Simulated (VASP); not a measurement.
Input of a VASP 6.6.1 run:

Contents of INCAR:

```
  ALGO = Normal
  EDIFF = 1E-7
  EDIFFG = -0.005
  ENCUT = 600
  IBRION = 2
  ISIF = 3
  ISMEAR = 1
  KPAR = 2
  LASPH = True
  LCHARG = False
  LREAL = False
  LWAVE = False
  NELM = 80
  NSW = 90
  PREC = Accurate
  SIGMA = 0.1
```

File KPOINTS:

```
k-points
0
Gamma
  18 18 8
```

POSCAR

```
Zn                                      
1.0
    2.5611995477      0.0000000000      0.0000000000
   -1.2805997738      2.2180638725     -0.0000000000
    0.0000000000     -0.0000000000      4.8328431417
  Zn            
     2
Direct
     0.3333333332999970    0.6666666667000030    0.2500000000000000
     0.6666666667000030    0.3333333332999970    0.7500000000000000
```

Potentials or basis: VASP PAW LDA potentials, release 64 (Zn).

Launch:

```sh
$ cat potpaw_LDA.64/Zn/POTCAR > POTCAR
$ mpirun -np 2 vasp_std > vasp.out
```

Q: Predict the relaxed cell.

A: a = 2.559 Å, b = 2.559 Å, c = 4.846 Å, α = 90.00°, β = 90.00°, γ = 120.00°.

Q: What does it give for the relaxed volume?

A: 13.74 Å³/atom.

Final structure:
```
Zn
1.0
     2.55886    0.00000    0.00000
    -1.27943    2.21604    0.00000
     0.00000    0.00000    4.84553
Zn
2
Direct
  0.33333 0.66667 0.25000
  0.66667 0.33333 0.75000
```
